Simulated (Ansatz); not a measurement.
# Grids, density cutoff and precision for a charged defect: V_H in MgH2 (P4_2/mnm), part 2 of 2

Question: how much does the real-space grids and precision change the (0/−1) level of V_H in MgH2 (P4_2/mnm), and what does each choice cost? Model: a cell of 72 host atoms with 1 H taken out.

Ansatz 0.2.0; plane-wave PAW DFT; relaxations with PBE, then single points with PBE, on supercells at fixed charge in a uniform background.

So far: Set-up; Relaxing both charge states, PBE.

## Step 3: First setting: xc grid 1, density cutoff 4×

Exchange and correlation are summed on a grid, and the density has a cutoff of its own. Both cost time, so it pays to know whether the level notices them.

Input file qm1.x1r4auto/input.yaml:

```yaml
crystal:
  checkpoint: "../qm1.relax.run"
  host: checkpoint
total_charge: -1
basis:
  ecutwfc: 420
  xc_grid: 1
  ecutrho_ratio: 4
  precision: auto
hamiltonian:
  xc: pbe
  pseudopotentials: { kind: paw, azcp: { folder: soft_1 } }
kpoints:
  mp_grid: { grid: [1, 1, 1] }
scf:
  occupations: { method: fixed }
  max_iter: 100
output:
  forces: true
  charged_corrections:
    epsilon: [4.15, 4.15, 4.2]
    static_epsilon: [11.83, 11.83, 8.63]
    defect_position: [0.402171, 0.597829, 0.5]
  eigenvalues: true
checkpoint:
  write: "../qm1.x1r4auto.run"
  compress: false
  write_wavefunctions: false
  write_every: 100000
```

On the command line:

```console
ansatz run input.yaml --threads 4 --pin off --max-ram 17899MiB --backend cpu --events-out ev --progress --plain --runs-dir out
```

Numbers of over 12 decimals in the logs are rounded to 6 here.

Output:

```text
[...]
crystal.checkpoint: the structure is that of <dir>, a `relax` run, at its step 4: its result, under pbe at a charge of -1 e; 71 atoms read, 0 with a starting moment; no density is read with it (checkpoint.read); crystal.structure_sha256 for this input is
[...]
Crystal: 71 atoms, lattice volume = 737.477 Å³
Basis set: ecut = 420 eV, 14371 PW (Γ)
Bands: 215, of which v1, the nominal top of the filled ones, is band 144 counted from 1 (143 counted from 0)
Symmetry: 1 space group operations
[...]
k-points: 1
[...]
SCF iter   1: F=—  HF=-46937.109517 eV  |F-HF|=—  |Δ(HF+E_count)|=         —  Δρ=7.99e-2  dr2=4.16e1  ethr=3.10e-3  ⟨swp⟩=5.0  Hψ=692  notcnv=0  defer=64
[...]
SCF iter   3: F=—  HF=-46923.135870 eV  |F-HF|=—  |Δ(HF+E_count)|=    3.04e0  Δρ=4.25e-3  dr2=6.39e-2  ethr=3.10e-3  ⟨swp⟩=2.0  Hψ=210  notcnv=0  defer=15
automatic band count: iteration 3 solves 166 bands in place of 215: the levels show a gap, and the empty bands left out lie too high to hold charge; the band table lists the bands solved (type scf.n_extra_bands for more)
SCF iter   4: F=—  HF=-46923.209546 eV  |F-HF|=—  |Δ(HF+E_count)|=   7.37e-2  Δρ=5.43e-4  dr2=1.62e-3  ethr=2.22e-5  ⟨swp⟩=2.0  Hψ=242  notcnv=0  defer=20
[...]
SCF iter   7: F=-46923.212381 eV  HF=-46923.212381 eV  |F-HF|=5.36e-8  |Δ(HF+E_count)|=   2.55e-6  Δρ=4.45e-6  dr2=9.14e-8  ethr=3.47e-11  ⟨swp⟩=9.0  Hψ=838  notcnv=0
SCF 1 converged in 7 iterations: F = -46923.212381 eV  dr2 = 9.14e-8
[...]
SCF converged after 7 iterations
Free energy (F): -46923.212381 eV
[...]
Internal energy: -46923.212381 eV  (E = F + TS)
E sigma→0 (E₀):  -46923.212381 eV
Fermi energy:    4.296599 eV
[...]
--- Forces (eV/Å), atoms counted from 1 ---
  atom   1  Mg    -0.00479468    -0.00435609    -0.00265868
  atom   2  Mg    -0.00077104     0.00105353     0.00012291
  [... 6 atoms left out ...]
  atom   9  H     -0.00058487     0.00504963     0.00194262
  [... 5 atoms left out ...]
  atom  15  H      0.00402017     0.00379536    -0.00227856
  [... 9 atoms left out ...]
  atom  25  Mg    -0.00887634     0.00947437    -0.00167435
  [... 1 atom left out ...]
  atom  27  H      0.00282887    -0.00196858     0.00393348
  atom  28  H      0.00140448    -0.00312061     0.00592471
  [... 3 atoms left out ...]
  atom  32  H      0.00371428    -0.00199108    -0.00276224
  [... 1 atom left out ...]
  atom  34  H      0.00059119    -0.00479103    -0.00290659
  [... 12 atoms left out ...]
  atom  47  H     -0.01202371     0.00962337     0.00127648
  [... 13 atoms left out ...]
  atom  61  Mg     0.00598577    -0.00724856    -0.00378530
  [... 5 atoms left out ...]
  atom  67  Mg     0.00505653    -0.00560885     0.00106293
  [... 4 atoms left out ...]
  max |Σ_I F_I| component: 4.95e-4 eV/Å
[...]
F Makov-Payne    = n/a  (the rows are of the electrons' constant alone; ansatz place-levels tells what screens the charge)
[...]
--- Band table (eV) ---
[...]
```

Run time: 1.2 s. Hardware: 4 threads of AMD EPYC 9R45, shared host; peak memory 0.77 GiB; 4 s of CPU time.

Both charges and the host at this setting go to place-levels, which corrects for the image charge and aligns the potentials.

Input file levels.x1r4auto.yaml:

```yaml
host:
  run: host.x1r4auto.run
states: [qm1.x1r4auto.run, q0_M1.x1r4auto.run]
geometry_from:
  qm1.x1r4auto.run: qm1.relax.run
  q0_M1.x1r4auto.run: q0_M1.relax.run
  host.x1r4auto.run: host.relax.run
```

On the command line:

```console
ansatz place-levels levels.x1r4auto.yaml -- --threads 4 --pin off --max-ram 17899MiB
```

Output:

```text
(0/-1) 3.123 eV above the valence edge, 0.580 eV under the conduction edge
  edges by pbe, gap 3.703 eV; the host is sampled to repeats of 9.03 Å
  the defect's cells are sampled to repeats of 9.03 Å, like sampling
  charge 0: +0.000 eV for its dipole among its images, +0.000 omitted
  charge -1: -46923.0133 eV with its correction of +0.199 eV, at epsilon [11.83, 11.83, 8.63], aligned at sites: +0.0114 eV, mean over 39 atomic sites at or beyond 4.52 Å from the defect at [0.4022, 0.5978, 0.5000], with +0.000000 for the charge's moments and [...]
  of states[1] (q0_M1.x1r4auto.run): its only k-point is the zone centre, where a defect's energies can be off by tenths of an eV or more: see "From the zone centre to a mesh" in the quickstart
  of states[0] (qm1.x1r4auto.run): how wide its charge is, is not read beside other atoms or cores, and a band state would take no correction. [...]
```

The job ended after 0.08 s (4 threads).

At this setting the gap is 3.703 eV and (0/−1) lies 3.123 eV above the valence top.

## Step 4: The other settings

In the defect's inputs only the studied keys change. One input of each further setting:

qm1.x2r4auto/input.yaml, as its differences from qm1.x1r4auto/input.yaml of step 3:

```diff
@@ -6,3 +6,3 @@
   ecutwfc: 420
-  xc_grid: 1
+  xc_grid: 2
   ecutrho_ratio: 4
@@ -25,3 +25,3 @@
 checkpoint:
-  write: "../qm1.x1r4auto.run"
+  write: "../qm1.x2r4auto.run"
   compress: false
```

qm1.x3r4auto/input.yaml, as its differences from qm1.x2r4auto/input.yaml of step 4:

```diff
@@ -6,3 +6,3 @@
   ecutwfc: 420
-  xc_grid: 2
+  xc_grid: 3
   ecutrho_ratio: 4
@@ -25,3 +25,3 @@
 checkpoint:
-  write: "../qm1.x2r4auto.run"
+  write: "../qm1.x3r4auto.run"
   compress: false
```

qm1.x2r6auto/input.yaml, as its differences from qm1.x3r4auto/input.yaml of step 4:

```diff
@@ -6,4 +6,4 @@
   ecutwfc: 420
-  xc_grid: 3
-  ecutrho_ratio: 4
+  xc_grid: 2
+  ecutrho_ratio: 6
   precision: auto
@@ -25,3 +25,3 @@
 checkpoint:
-  write: "../qm1.x3r4auto.run"
+  write: "../qm1.x2r6auto.run"
   compress: false
```

Xc grid 2, density cutoff 6×: no level is given: the program refused to place it, or it failed a test of edges or alignment.

qm1.x2r9auto/input.yaml, as its differences from qm1.x2r6auto/input.yaml of step 4:

```diff
@@ -7,3 +7,3 @@
   xc_grid: 2
-  ecutrho_ratio: 6
+  ecutrho_ratio: 9
   precision: auto
@@ -25,3 +25,3 @@
 checkpoint:
-  write: "../qm1.x2r6auto.run"
+  write: "../qm1.x2r9auto.run"
   compress: false
```

qm1.x2r4f64/input.yaml, as its differences from qm1.x2r9auto/input.yaml of step 4:

```diff
@@ -7,4 +7,4 @@
   xc_grid: 2
-  ecutrho_ratio: 9
-  precision: auto
+  ecutrho_ratio: 4
+  precision: f64
 hamiltonian:
@@ -25,3 +25,3 @@
 checkpoint:
-  write: "../qm1.x2r9auto.run"
+  write: "../qm1.x2r4f64.run"
   compress: false
```

qm1.x1r3auto/input.yaml, as its differences from qm1.x2r4f64/input.yaml of step 4:

```diff
@@ -6,5 +6,5 @@
   ecutwfc: 420
-  xc_grid: 2
-  ecutrho_ratio: 4
-  precision: f64
+  xc_grid: 1
+  ecutrho_ratio: 3
+  precision: auto
 hamiltonian:
@@ -25,3 +25,3 @@
 checkpoint:
-  write: "../qm1.x2r4f64.run"
+  write: "../qm1.x1r3auto.run"
   compress: false
```

## Step 5: Result against cost

Times of the states on 4 threads of AMD EPYC 9R45, shared host; the host is run again at each setting:

| real-space grids and precision | gap (eV) | (0/−1) above the valence top (eV) | under the conduction bottom (eV) | level less that at xc grid 2, density cutoff 9× (meV) | time, both charge states | time, host and placing | peak memory of a state (GiB) |
| --- | --- | --- | --- | --- | --- | --- | --- |
| xc grid 1, density cutoff 4× | 3.703 | 3.123 | 0.580 | 0 | 3.9 s | 6 s | 1.1 |
| xc grid 2, density cutoff 4× | 3.703 | 3.123 | 0.580 | 0 | 4.2 s | 6.1 s | 1.1 |
| xc grid 3, density cutoff 4× | 3.703 | 3.123 | 0.580 | 0 | 5 s | 6.2 s | 1.3 |
| xc grid 2, density cutoff 9× | 3.703 | 3.123 | 0.580 | 0 | 5.8 s | 1.1 s | 1.8 |
| xc grid 2, density cutoff 4×, double precision | 3.703 | 3.123 | 0.580 | 0 | 5.5 s | 6.2 s | 1.0 |
| xc grid 1, density cutoff 3× | 3.703 | 3.123 | 0.580 | 0 | 3.9 s | 1.1 s | 1.1 |

## Step 6: Outcome

```json
{
  "(0/minus 1) level, xc grid 1, density cutoff 4×": "3.12 eV",
  "(0/minus 1) level, xc grid 2, density cutoff 4×": "3.12 eV",
  "(0/minus 1) level, xc grid 3, density cutoff 4×": "3.12 eV",
  "(0/minus 1) level, xc grid 2, density cutoff 9×": "3.12 eV",
  "(0/minus 1) level, xc grid 2, density cutoff 4×, double precision": "3.12 eV",
  "(0/minus 1) level, xc grid 1, density cutoff 3×": "3.12 eV"
}
```

In words: Over the settings in the table the level spans 0.000 eV; 5 of the 5 other distinct settings kept lie within 0.02 eV of the reference (xc grid 2, density cutoff 9×, 3.12 eV); times on a shared host scatter too much to rank them. Only the charges −1 and 0 were run, each from one start, so (0/−1) need not be a change between stable states. The host ran in cells of different size at different settings, so its times don't compare. Limits: sampling at the zone centre alone can move energies of charged and open-shell states by tenths of an eV or more in cells of this size; PBE makes the gap too small and tends to spread out bound carriers.

[Logs are printed without paths, hosts, clocks, repeated set-up lines and the standing remarks that a program may print on its own settings, such as how far it seeks lower states.]

[Hosts, paths, dates, database ids (printed as entryN), source tags and the programs' standing remarks are cut or masked in the printed files.]

[Where a table of states has a column of steps, it counts the stored structures, which are thinned; the runs took as many ionic steps or more.]

[For some hosts the program warned that the k-mesh of the response run may be too coarse for force constants and the static dielectric constant; such warnings are not shown here.]
